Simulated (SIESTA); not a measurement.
Input of a SIESTA 5.4.2 run:

The input MoS2.fdf:

```
SystemName                      MoS2
SystemLabel                     MoS2
NumberOfSpecies                 2
NumberOfAtoms                   3
%block ChemicalSpeciesLabel
  1  42 Mo
  2  16 S
%endblock ChemicalSpeciesLabel

LatticeConstant                 1.0 Ang
%block LatticeVectors
     1.5800000000     0.9122134253     6.1500000000
    -1.5800000000     0.9122134253     6.1500000000
     0.0000000000    -1.8244268506     6.1500000000
%endblock LatticeVectors
AtomicCoordinatesFormat         Fractional
%block AtomicCoordinatesAndAtomicSpecies
     0.0000000000     0.0000000000     0.0000000000  1  Mo
     0.4170000000     0.4170000000     0.4170000000  2  S
     0.2500000000     0.2500000000     0.2500000000  2  S
%endblock AtomicCoordinatesAndAtomicSpecies

%block kgrid.MonkhorstPack
   10   0   0  0.0
    0  10   0  0.0
    0   0  10  0.0
%endblock kgrid.MonkhorstPack
XC.Functional                   GGA
XC.Authors                      AM05
PAO.BasisSize                   DZP
PAO.EnergyShift                 0.003 Ry
Mesh.Cutoff                     800 Ry
OccupationFunction              FD
ElectronicTemperature           0.05 eV
MaxSCFIterations                120
SCF.MustConverge                false
SCF.Mixer.Method                Pulay
SCF.Mixer.Weight                0.25
SCF.Mixer.History               8
SCF.DM.Tolerance                5.0e-05
SCF.H.Tolerance                 1.0e-03 eV
WriteForces                     true
Charge.Mulliken                 end
BandLinesScale                  ReciprocalLatticeVectors
%block BandLines
    1    0.000000   0.000000   0.000000  \Gamma
   13    0.500000   0.000000   0.000000  L
    8    0.500000   0.181334  -0.181334  B1
    1    0.818666   0.500000   0.181334  B
   14    0.500000   0.500000   0.500000  Z
    6    0.000000   0.000000   0.000000  \Gamma
   15    0.340667   0.000000  -0.340667  X
    1    0.659333   0.340667   0.000000  Q
    7    0.500000   0.500000   0.000000  F
    2    0.659333   0.659333   0.181334  P1
   12    0.500000   0.500000   0.500000  Z
    1    0.500000   0.000000   0.000000  L
    4    0.818666   0.340667   0.340667  P
%endblock BandLines
%block PAO.Basis
  Mo 5
  n=4 0 2
    3.234 0.000
  n=5 0 2
    8.933 0.000
  n=4 1 2
    3.729 0.000
  n=5 1 1
    8.933
  n=4 2 2
    6.749 0.000
%endblock PAO.Basis
```

Potentials or basis: PseudoDojo 0.4 standard (PBEsol files), DZP (energy shift 0.003 Ry; two zetas on semicore shells).

Launch:

```sh
$ siesta MoS2.fdf > MoS2.out 2>&1
```

Estimate the band gap along the path.

0.95 eV, indirect (least direct gap 1.76 eV).

Predict the pressure.

3.0 GPa.

Estimate the largest force.

0.581 eV/Å.

Levels at the corners of the path, in eV from the valence-band top:
| point | band 10 | band 11 | band 12 | band 13 | band 14 | band 15 | band 16 | band 17 |
| --- | --- | --- | --- | --- | --- | --- | --- | --- |
| Γ | -2.37 | -2.37 | -1.21 | -1.15 | 2.14 | 2.14 | 2.50 | 2.50 |
| L | -4.14 | -2.34 | -1.66 | -1.54 | 1.54 | 2.00 | 3.49 | 3.68 |
| B1 | -4.46 | -3.83 | -2.83 | -0.83 | 0.98 | 2.30 | 3.02 | 4.40 |
| B | -4.46 | -3.83 | -2.83 | -0.83 | 0.98 | 2.30 | 3.02 | 4.40 |
| Z | -3.44 | -2.34 | -2.34 | 0.00 | 2.25 | 2.25 | 2.36 | 2.36 |
| Γ | -2.37 | -2.37 | -1.21 | -1.15 | 2.14 | 2.14 | 2.50 | 2.50 |
| X | -4.46 | -3.75 | -2.89 | -0.81 | 0.95 | 2.31 | 3.01 | 4.42 |
| Q | -4.46 | -3.75 | -2.89 | -0.81 | 0.95 | 2.31 | 3.01 | 4.42 |
| F | -4.07 | -2.91 | -1.83 | -1.36 | 1.51 | 2.12 | 3.21 | 3.91 |
| P1 | -4.08 | -2.78 | -1.80 | -1.39 | 1.52 | 2.14 | 3.27 | 3.80 |
| Z | -3.44 | -2.34 | -2.34 | 0.00 | 2.25 | 2.25 | 2.36 | 2.36 |
| L | -4.14 | -2.34 | -1.66 | -1.54 | 1.54 | 2.00 | 3.49 | 3.68 |
| P | -4.08 | -2.78 | -1.80 | -1.39 | 1.52 | 2.14 | 3.27 | 3.80 |

Caveat: the potentials were made for another functional, which shifts forces and pressure; the basis of atomic orbitals isn't converged, which shifts pressures, moduli and gaps. A hybrid or GW would open this gap; AM05 tends to underestimate it.
